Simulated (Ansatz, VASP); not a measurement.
**ZrB in VASP and in Ansatz**

```xyz
2
Lattice="0.0000 2.4662 2.4662 2.4662 0.0000 2.4662 2.4662 2.4662 0.0000" Properties=species:S:1:pos:R:3 pbc="T T T"
Zr    0.0000    0.0000    0.0000
B     2.4662    2.4662    2.4662
```

Alike in both runs: functional RPBE; k mesh 7 × 7 × 7; no spin polarisation.

Ansatz relaxed the structure, and its values are those at the end. VASP's run is a single point on that final structure, the one shown.

```csv
,VASP,Ansatz
version,VASP 6.6.1,Ansatz 0.2.0
potentials or method,"VASP PAW PBE potentials, release 64 (Zr_sv, B)",PAW plane waves
plane-wave cutoff (eV),520,500
occupations,"methfessel-paxton of order 1, width 0.005 eV","cold, width 0.005 eV"
valence electrons in the cell,15,15
```

VASP gave:

* gap on the k mesh at the Fermi level (eV): none
* pressure (GPa): 0.1

Task: What did Ansatz give for the same quantities?

Result: gap on the k mesh at the Fermi level (eV): none; pressure (GPa): 0.0.

A gap of «none» marks a metal or a gap that the smearing closes.

Caveats: the PAW data sets were made with another functional, which shifts forces and pressure a little (VASP).
